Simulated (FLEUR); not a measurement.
Crystal: BeTe.

```
CELL_PARAMETERS angstrom
0.00000 2.77000 2.77000
2.77000 0.00000 2.77000
2.77000 2.77000 0.00000
ATOMIC_POSITIONS crystal
Te 0.75000 0.75000 0.75000
Be 0.00000 0.00000 0.00000
```

Base run:

| Property | Result |
| --- | --- |
| Program | FLEUR MaX-R8.1 (later development tree) |
| Functional | r2SCAN |
| Potentials or basis | all-electron |
| Basis | FLAPW |
| Kmax | 4.1 1/bohr |
| k mesh | 8 × 8 × 8 |
| Occupations | fermi-dirac, width 0.05 eV |
| Spin | no spin polarisation |

Its results: band gap on the k mesh 2.21 eV, indirect (least direct gap 3.97 eV).

Question: The run is repeated on the same cell with these changes: functional from r2SCAN to PBEsol. What comes out?

Answer: Band gap on the k mesh 1.75 eV, indirect (least direct gap 3.58 eV).

r2SCAN gives the wider gap, since meta-GGAs in the generalised Kohn-Sham scheme recover part of the derivative discontinuity.

Caveats: spin-orbit coupling is left out, which moves the levels of the heavy elements; the meta-GGA is that of a development version, with a GGA for the radial functions and cores and without core tails (some runs).
